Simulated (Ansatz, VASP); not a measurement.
# GaN in two plane-wave programs

Wanted: the spread between two codes on one cell, functional and k mesh. The cell is taken from a series of VASP runs on this material, whose earlier steps may have relaxed, scaled or displaced it; both programs get it as it stands. Other levels of theory on this material are compared in a session of their own.

Program: Ansatz 0.2.0. Level of theory: plane waves, with VASP 6.6.1 beside it; band structure at PBE. Results are calculated unless marked as measured.

## 1. The structure

Symmetry: F-43m, No. 216, cubic system. Conventional cell: a = 4.507 Å, b = 4.507 Å, c = 4.507 Å, α = 90.00°, β = 90.00°, γ = 90.00°. Nearest to Ga lie 4 N at 1.95 Å. Nearest to N lie 4 Ga at 1.95 Å. Farther neighbours and most contacts between anions are not listed.

## 2. Ansatz: band structure, PBE

Ansatz runs on its default PAW (the set named soft_2) files.

Levels along a path test the potential and the projectors away from the mesh points.

File input.yaml:

```yaml
crystal:
  lattice:
    - [0.0, 2.2535006075, 2.2535006075]
    - [2.2535006075, 0.0, 2.2535006075]
    - [2.2535006075, 2.2535006075, 0.0]
  atoms:
    - { symbol: Ga, position: [0.0, 0.0, 0.0] }
    - { symbol: "N", position: [0.25, 0.25, 0.25] }
hamiltonian:
  xc: pbe
  pseudopotentials: { kind: paw }
kpoints:
  mp_grid: { grid: [8, 8, 8] }
  band_path:
    path:
      - [0.0, 0.0, 0.0]
      - [0.16667, 0.0, 0.16667]
      - [0.33333, 0.0, 0.33333]
      - [0.5, 0.0, 0.5]
      - [0.5, 0.08333, 0.58333]
      - [0.5, 0.19444, 0.69444]
      - [0.5, 0.25, 0.75]
      - [0.45833, 0.29167, 0.75]
      - [0.40278, 0.34722, 0.75]
      - [0.375, 0.375, 0.75]
      - [0.20833, 0.20833, 0.41667]
      - [0.08333, 0.08333, 0.16667]
      - [0.0, 0.0, 0.0]
      - [0.22222, 0.22222, 0.22222]
      - [0.38889, 0.38889, 0.38889]
      - [0.51389, 0.47222, 0.51389]
      - [0.55556, 0.38889, 0.55556]
      - [0.61111, 0.27778, 0.61111]
      - [0.61111, 0.25, 0.63889]
      - [0.56944, 0.25, 0.68056]
      - [0.51389, 0.25, 0.73611]
      - [0.5, 0.27778, 0.72222]
      - [0.5, 0.38889, 0.61111]
      - [0.5, 0.47222, 0.52778]
      - [0.48611, 0.48611, 0.52778]
      - [0.43056, 0.43056, 0.63889]
      - [0.38889, 0.38889, 0.72222]
      - [0.59722, 0.19444, 0.59722]
      - [0.55556, 0.11111, 0.55556]
      - [0.5, 0.0, 0.5]
    npoints: 1
scf:
  occupations: { method: gaussian, width: 0.03 }
  n_extra_bands: 7
output:
  forces: true
  stress: true
  eigenvalues: true
```

Command:

```sh
$ ansatz run input.yaml --threads 2 --pin off --max-ram 4608MiB --backend cpu --events-out ev --progress --plain --runs-dir out
```

Numbers of over 12 decimals in the logs are rounded to 6 here.

The program printed:

```text
scf.n_extra_bands = 7 over 9 filled bands (N_el = 18.0): the run solves 16 bands
Engine: ansatz 0.2.0, x86_64-unknown-linux-gnu
Pseudopotentials: kind: paw
Pseudopotential: Ga, paw, valence charge 13, recommended cutoff 420 eV (normal), Ga.paw.azcp
Pseudopotential: N, paw, valence charge 5, recommended cutoff 420 eV (normal), N.paw.azcp
Functional definition: PBE
  parameter kappa = 0.804
  parameter beta = 0.066725
  exchange = pbe_x(kappa = kappa, mu = beta*pi^2/3)
  correlation = pbe_c(beta = beta)
Crystal: 2 atoms, lattice volume = 22.888 Å³
Basis set: ecut = 420 eV, 459 PW (Γ), exchange–correlation on 48×48×48 points (8 copies of the dense FFT grid, shifted against one another)
Bands: 16, of which v1, the nominal top of the filled ones, is band 9 counted from 1 (8 counted from 0)
Symmetry: 24 space group operations
Space group: F-43m (ITA 216), of the structure as read, at distance tolerance 2.8e-5 Å
k-points: 29 of 512 (time reversal used)
Non-local potential: Ga, projectors of the file, l = 0: 2, l = 1: 2, l = 2: 3, l = 3: 1
Non-local potential: N, projectors of the file, l = 0: 2, l = 1: 2, l = 2: 1
PAW form: soft (Blöchl's): semilocal exchange-correlation on the pseudo side does not see the compensation charge
PAW one-centre angular grid: Ga, 590 points (default); XC on 64 Gauss nodes
PAW one-centre angular grid: N, 110 points (default); XC on 64 Gauss nodes
Initial density: superposition of atomic densities (neutral atoms: chi_scale 0, normalization atom), corrected by the library's trained network
Initial wavefunctions: pseudopotential atomic-orbital guess
Functional: x = pbe(κ = 0.804, μ = 0.219515), c = pbe(β = 0.066725)
SCF iter   1: F=—  HF=-4167.897455 eV  |F-HF|=—  |Δ(HF+E_count)|=         —  Δρ=6.17e-4  dr2=2.75e-5  ethr=1.77e-3  ⟨swp⟩=5.2  Hψ=2308  notcnv=0  defer=4
preconditioner: auto → none  [insulator: Δε(μ)=1.714 eV  Ē_g=22.886 eV  σ=0.030 eV  W_gap=1.00  n_scr=8 (ndim 8)  ℏωp=32.9 eV  f_vac=0.001  D(μ)=0.00/eV (n_scr^D=0)  ε∞_Penn≈3.1]
SCF iter   2: F=—  HF=-4167.897720 eV  |F-HF|=—  |Δ(HF+E_count)|=   2.65e-4  Δρ=3.32e-4  dr2=8.22e-6  ethr=1.53e-7  ⟨swp⟩=2.7  Hψ=984  notcnv=0  defer=29
SCF iter   3: F=—  HF=-4167.897763 eV  |F-HF|=—  |Δ(HF+E_count)|=   4.29e-5  Δρ=1.26e-4  dr2=1.21e-6  ethr=4.57e-8  ⟨swp⟩=2.0  Hψ=635  notcnv=0  defer=29
SCF iter   4: F=—  HF=-4167.897770 eV  |F-HF|=—  |Δ(HF+E_count)|=   7.11e-6  Δρ=2.30e-5  dr2=9.55e-8  ethr=6.71e-9  ⟨swp⟩=2.0  Hψ=656  notcnv=0  defer=29
iter 5 did not close the SCF: its close was put off for the readings that it lacked (scf_convergence_deferred on its scf_iter line)
SCF iter   5: F=-4167.897770 eV  HF=-4167.897770 eV  |F-HF|=3.97e-9  |Δ(HF+E_count)|=   1.03e-8  Δρ=9.24e-6  dr2=7.80e-9  ethr=5.31e-10  ⟨swp⟩=2.0  Hψ=656  notcnv=0  defer=29
SCF iter   6: F=-4167.897770 eV  HF=-4167.897770 eV  |F-HF|=5.64e-11  |Δ(HF+E_count)|=   6.64e-9  Δρ=1.60e-6  dr2=2.51e-10  ethr=4.33e-11  ⟨swp⟩=4.4  Hψ=1865  notcnv=0
SCF 1 converged in 6 iterations: F = -4167.897770 eV  dr2 = 2.51e-10
  greatest PAW one-centre occupation: 0.995 electrons in one spin orbital (limit 2), on the Ga atom at site 0 (counted from 0), in its partial waves of l = 2
NSCF: frozen V_eff on 30 k-points
SCF converged after 6 iterations
Free energy (F): -4167.897770 eV
Harris-Foulkes:  -4167.897770 eV  (|F-HF|=5.64e-11)
Internal energy: -4167.897770 eV  (E = F + TS)
E sigma→0 (E₀):  -4167.897770 eV
Fermi energy:    10.509089 eV
--- Per-component energies (eV) ---
  E_band       = -5.643116
  E_kinetic    = 247.132592
  E_local      = -1949.946979  (includes V_loc(G=0)·N_el)
  E_nonlocal   = 474.309598
  E_hartree    = 897.114713
  E_xc         = -128.818636
  E_vxc        = -134.162046  (∫ρ·V_xc dr)
  E_paw        = -2120.254243  (= ΣΔE_a)
  E_vpaw       = -437.205384  (= ΣTr[D̂ρ^β])
  E_aug_tail   = 0.000139  (compensation charges beyond the density's cutoff)
  E_ewald      = -1587.434954
  E_smearing   = -0.000000  (= −TS)
  E_closure    = -0.000000  (closes the sum)
  Σ components = -4167.897770   (vs F -4167.897770, Δ=0.00e0)
--- Forces (eV/Å), atoms counted from 1 ---
  atom   1  Ga     0.00000000    -0.00000000     0.00000000
  atom   2  N     -0.00000000     0.00000000    -0.00000000
  max |Σ_I F_I| component: 3.70e-17 eV/Å
--- Stress (GPa, compression-positive) ---
        5.020469       0.000000      -0.000000
       -0.000000       5.020469       0.000000
       -0.000000       0.000000       5.020469
  P = ⅓ Tr σ = 5.0205 GPa (50.205 kbar)
--- Band table (eV; the first three rows and the last of 29) ---
  k-point 0: bands = [... 5 lower, -3.5203, 9.6505, 9.6505, 9.6505, 11.3671, 19.9614, 19.9614, 19.9614, ... 3 higher]
  k-point 1: bands = [... 5 lower, -3.5219, 8.1221, 9.4891, 9.4891, 12.5183, 19.2543, 20.1978, 20.1978, ... 3 higher]
  k-point 2: bands = [... 5 lower, -3.4654, 5.7942, 9.1303, 9.1303, 13.7085, 18.4338, 20.4151, 20.4151, ... 3 higher]
  k-point 28: bands = [... 5 lower, -1.5450, 3.9562, 5.9590, 6.0143, 15.8706, 18.0351, 19.9149, 20.7605, ... 3 higher]
```

Wall time 1.1 s (2 threads of Intel Xeon 6975P-C (Granite Rapids), shared host); peak memory 0.3 GiB; 1.6 s of CPU time.

## 3. VASP: band structure, PBE

The same cell, functional, mesh and smearing now go to VASP, with its own data sets and cutoff.

Lines of VASP's logs that name or quote its potential files are left out, and so is its time.

File INCAR:

```
SYSTEM = GaN
PREC = Accurate
ENCUT = 460
EDIFF = 1E-06
NELM = 100
ISMEAR = 0
SIGMA = 0.03
LREAL = .FALSE.
ALGO = Normal
GGA = PE
NBANDS = 21
LORBIT = 11
LWAVE = .FALSE.
LCHARG = .FALSE.
KPAR = 4
LASPH = .TRUE.
```

File POSCAR:

```
GaN
1.0
    0.0000000000      2.2535006075      2.2535006075
    2.2535006075      0.0000000000      2.2535006075
    2.2535006075      2.2535006075      0.0000000000
Ga N
1 1
Direct
    0.0000000000      0.0000000000      0.0000000000
    0.2500000000      0.2500000000      0.2500000000
```

File KPOINTS:

```
Automatic mesh
0
Gamma
8 8 8
0 0 0
```

File KPOINTS_OPT:

```
Line mode
10
Line-mode
Reciprocal
  0.00000000   0.00000000   0.00000000 GAMMA
  0.50000000   0.00000000   0.50000000 X

  0.50000000   0.00000000   0.50000000 X
  0.50000000   0.25000000   0.75000000 W

  0.50000000   0.25000000   0.75000000 W
  0.37500000   0.37500000   0.75000000 K

  0.37500000   0.37500000   0.75000000 K
  0.00000000   0.00000000   0.00000000 GAMMA

  0.00000000   0.00000000   0.00000000 GAMMA
  0.50000000   0.50000000   0.50000000 L

  0.50000000   0.50000000   0.50000000 L
  0.62500000   0.25000000   0.62500000 U

  0.62500000   0.25000000   0.62500000 U
  0.50000000   0.25000000   0.75000000 W

  0.50000000   0.25000000   0.75000000 W
  0.50000000   0.50000000   0.50000000 L

  0.50000000   0.50000000   0.50000000 L
  0.37500000   0.37500000   0.75000000 K

  0.62500000   0.25000000   0.62500000 U
  0.50000000   0.00000000   0.50000000 X
```

Potentials, in the order of the species: Ga_d and N (PBE family, release 64).

Command:

```sh
$ mpirun -np 4 vasp_std
```

The program printed:

```text
[banner, memory and clock lines left out]
running    4 mpi-ranks, on    1 nodes
 distrk:  each k-point on    1 cores,    4 groups
 distr:  one band on    1 cores,    1 groups

 POSCAR found type information on POSCAR GaN
 POSCAR found :  2 types and       2 ions
 LDA part: xc-table for (Slater+PW92), standard interpolation
 POSCAR, INCAR and KPOINTS ok, starting setup
 FFT: planning ... GRIDC
 FFT: planning ... GRID_SOFT
 FFT: planning ... GRID
 WAVECAR not read
 entering main loop
       N       E                     dE             d eps       ncg     rms          rms(c)
DAV:   1     0.922369988294E+02    0.92237E+02   -0.78545E+03  1467   0.141E+03
DAV:   2    -0.624804209287E+01   -0.98485E+02   -0.90345E+02  1274   0.299E+02
DAV:   3    -0.140512063486E+02   -0.78032E+01   -0.77362E+01  1411   0.631E+01
DAV:   4    -0.141431095593E+02   -0.91903E-01   -0.91875E-01  1389   0.739E+00
DAV:   5    -0.141438748221E+02   -0.76526E-03   -0.76524E-03  1399   0.648E-01    0.771E+00
DAV:   6    -0.121424725696E+02    0.20014E+01   -0.33607E+00  1838   0.300E+01    0.270E+00
DAV:   7    -0.121535839536E+02   -0.11111E-01   -0.32630E-01  1353   0.509E+00    0.180E+00
DAV:   8    -0.121496276140E+02    0.39563E-02   -0.52327E-02  1409   0.221E+00    0.864E-01
DAV:   9    -0.121448807613E+02    0.47469E-02   -0.10299E-02  1670   0.185E+00    0.221E-01
DAV:  10    -0.121452570580E+02   -0.37630E-03   -0.12667E-03  1353   0.279E-01    0.158E-01
DAV:  11    -0.121452236778E+02    0.33380E-04   -0.61519E-05  1654   0.758E-02    0.278E-02
DAV:  12    -0.121452237073E+02   -0.29507E-07   -0.46584E-06  1363   0.184E-02
   1 F= -.12145224E+02 E0= -.12145224E+02  d E =-.431785E-20
 Start KPOINTS_OPT (optional k-point list driver)
k-point batch [1-29\100]
       N       E                     dE             ncg
DAV:   1     0.707597891630E+03   -0.17373E+05     1470
DAV:   2    -0.222432043527E+04   -0.29319E+04     1253
DAV:   3    -0.245280133794E+04   -0.22848E+03     1401
DAV:   4    -0.245562282564E+04   -0.28215E+01     1371
DAV:   5    -0.245564515932E+04   -0.22334E-01     1425
DAV:   6    -0.245564570511E+04   -0.54578E-03     1491
DAV:   7    -0.245564572398E+04   -0.18866E-04     1441
DAV:   8    -0.245564572454E+04   -0.56407E-06     1183
[...]
k-point batch [88-100\100]
       N       E                     dE             ncg
DAV:   1     0.115879708531E+05   -0.10386E+05      651
DAV:   2     0.102321216803E+05   -0.13558E+04      554
DAV:   3     0.101221460368E+05   -0.10998E+03      662
DAV:   4     0.101207893600E+05   -0.13567E+01      661
DAV:   5     0.101207783920E+05   -0.10968E-01      635
DAV:   6     0.101207780927E+05   -0.29926E-03      703
DAV:   7     0.101207780847E+05   -0.79963E-05      661
DAV:   8     0.101207780845E+05   -0.20756E-06      538
```

OUTCAR, selected parts (step 3):

```text
ion  position               nearest neighbor table
   1  0.000  0.000  0.000-   2 1.95   2 1.95   2 1.95   2 1.95
   2  0.250  0.250  0.250-   1 1.95   1 1.95   1 1.95   1 1.95

  LATTYP: Found a face centered cubic cell.
 ALAT       =     4.5070012150

 Subroutine GETGRP returns: Found 24 space group operations
 (whereof 24 operations were pure point group operations)

The static configuration has the point symmetry T_d .

 Found     29 irreducible k-points:

   k-points           NKPTS =     29   k-points in BZ     NKDIM =     29   number of bands    NBANDS=     21

   dimension x,y,z NGX =    24 NGY =   24 NGZ =   24
   dimension x,y,z NGXF=    48 NGYF=   48 NGZF=   48

   ENCUT  =  460.0 eV  33.81 Ry    5.81 a.u.   5.57  5.57  5.57*2*pi/ulx,y,z

   NELECT =      18.0000    total number of electrons

 k-points in reciprocal lattice and weights: Automatic mesh
   0.00000000  0.00000000  0.00000000       0.002
   0.12500000  0.00000000  0.00000000       0.016
   0.25000000  0.00000000  0.00000000       0.016
   0.37500000  0.00000000  0.00000000       0.016
   0.50000000  0.00000000  0.00000000       0.008
   0.12500000  0.12500000  0.00000000       0.012
   0.25000000  0.12500000  0.00000000       0.047
   0.37500000  0.12500000  0.00000000       0.047
   0.50000000  0.12500000  0.00000000       0.047
[...]
-0.37500000  0.50000000  0.12500000       0.023
  -0.25000000  0.50000000  0.25000000       0.012

 average (electrostatic) potential at core
       1 -63.5181       2 -62.0790

 E-fermi :   5.4649

 k-point     1 :       0.0000    0.0000    0.0000
  band No.  band energies     occupation
    ...
      5      -7.8395      2.00000
      6      -7.8395      2.00000
      7       5.2807      2.00000
      8       5.2807      2.00000
      9       5.2807      2.00000
     10       7.0057      0.00000
     11      15.5838      0.00000
     12      15.5839      0.00000
     13      15.5839      0.00000
     14      22.8862      0.00000
    ...

 k-point     2 :       0.1250    0.0000    0.0000
  band No.  band energies     occupation
    ...
      5      -7.8412      2.00000
      6      -7.8412      2.00000
      7       3.7547      2.00000
      8       5.1188      2.00000
      9       5.1188      2.00000
     10       8.1550      0.00000
     11      14.8794      0.00000
     12      15.8216      0.00000
     13      15.8216      0.00000
     14      22.5420      0.00000
    ...

 k-point     3 :       0.2500    0.0000    0.0000
  band No.  band energies     occupation
    ...
      5      -7.8346      2.00000
      6      -7.7943      2.00000
      7       1.4272      2.00000
      8       4.7611      2.00000
      9       4.7611      2.00000
     10       9.3444      0.00000
     11      14.0659      0.00000
     12      16.0447      0.00000
     13      16.0447      0.00000
     14      21.3027      0.00000
    ...

  Total        0.6061011      0.6061011      0.6061011     -0.0000000      0.0000000     -0.0000000
  in kB       42.4280082     42.4280082     42.4280082     -0.0000000      0.0000000     -0.0000000
  external PRESSURE =      42.4280082 kB  Pullay stress =       0.0000000 kB

  energy-cutoff  :      460.00
  volume of cell :       22.89
      direct lattice vectors                 reciprocal lattice vectors
     0.000000000  2.253500607  2.253500607    -0.221877020  0.221877020  0.221877020
     2.253500607  0.000000000  2.253500607     0.221877020 -0.221877020  0.221877020
     2.253500607  2.253500607  0.000000000     0.221877020  0.221877020 -0.221877020

 POSITION                                       TOTAL-FORCE (eV/Angst)
 -----------------------------------------------------------------------------------
      0.00000      0.00000      0.00000        -0.000000      0.000000     -0.000000
      1.12675      1.12675      1.12675         0.000000     -0.000000      0.000000
 -----------------------------------------------------------------------------------
    total drift:                                0.000001      0.000001      0.000001

  FREE ENERGIE OF THE ION-ELECTRON SYSTEM (eV)
  ---------------------------------------------------
  free  energy   TOTEN  =       -12.1452237073 eV

  energy  without entropy=      -12.1452237073  energy(sigma->0) =      -12.14522371

 total charge
# of ion       s       p       d       tot
------------------------------------------
    1        0.790   0.898  10.178  11.866
    2        1.229   2.509   0.000   3.738
--------------------------------------------------
tot          2.019   3.407  10.178  15.604

[... 3 further parts left out ...]
```

The run ends at a pressure of 4.24 GPa.

## 4. Comparison

Known differences besides the potentials themselves: the cutoff is 420 eV in Ansatz and 460 eV in VASP. Total energies have different zeros and are not compared.

The two programs side by side:

| quantity | Ansatz | VASP | difference |
| --- | --- | --- | --- |
| pressure (GPa) | 5.02 | 4.24 | +0.78 |
| pressure without Ansatz's Pulay correction (GPa) | 4.51 | 4.24 | +0.26 |
| gap over the path points (eV) | 1.717 | 1.725 | -0.008 |

Levels at points of the path, from each program's valence-band top (eV; 3 filled, then empty):

| k (reciprocal lattice) | Ansatz | VASP |
| --- | --- | --- |
| 0.000 0.000 0.000 | 0.00 0.00 0.00 1.72 10.31 | 0.00 0.00 0.00 1.73 10.30 |
| 0.167 0.000 0.167 | -2.14 -0.79 -0.79 3.84 8.46 | -2.13 -0.79 -0.79 3.85 8.46 |
| 0.333 0.000 0.333 | -4.66 -2.12 -2.12 4.24 6.97 | -4.66 -2.12 -2.12 4.24 6.97 |
| 0.500 0.000 0.500 | -6.12 -2.70 -2.70 3.35 6.67 | -6.12 -2.70 -2.70 3.35 6.66 |
| 0.500 0.083 0.583 | -6.04 -2.97 -2.94 3.95 7.06 | -6.04 -2.97 -2.94 3.95 7.06 |
| 0.500 0.194 0.694 | -5.76 -3.56 -3.54 5.75 8.15 | -5.76 -3.56 -3.54 5.75 8.15 |
| 0.500 0.250 0.750 | -5.69 -3.69 -3.64 6.22 8.38 | -5.70 -3.69 -3.64 6.22 8.38 |
| 0.458 0.292 0.750 | -5.75 -3.98 -3.11 5.94 8.18 | -5.75 -3.98 -3.11 5.94 8.18 |
| 0.403 0.347 0.750 | -5.85 -4.22 -2.31 5.15 7.89 | -5.85 -4.22 -2.31 5.15 7.89 |
| 0.375 0.375 0.750 | -5.86 -4.25 -2.17 5.00 7.86 | -5.86 -4.25 -2.17 5.00 7.86 |

Among the levels compared at these points, filled levels agree within 4 meV and empty ones within 12 meV. Ansatz's pressure holds a Pulay correction of 0.51 GPa; VASP's holds none.

## 5. Summary of results

| Item | Value |
| --- | --- |
| difference in gap over the path points (band structure, PBE) | -0.0082 eV |
| difference in pressure (band structure, PBE) | 0.78 GPa |

What this shows: The difference in pressure is 0.78 GPa (band structure, PBE), within the 1 GPa picked in this series as the mark of a large difference. 7 further runs of this series are not shown here. Such differences can come from data sets, numerical settings and the points named under the comparisons, not from the functional's error against experiment.

[Lines on the potential files, build, host, timing and source positions are cut from VASP's logs without a mark.]

[Logs are printed without paths, hosts, clocks, repeated set-up lines and the standing remarks that a program may print on its own settings, such as how far it seeks lower states.]

[Hosts, paths, dates, database ids (printed as entryN), source tags and the programs' standing remarks are cut or masked in the printed files.]
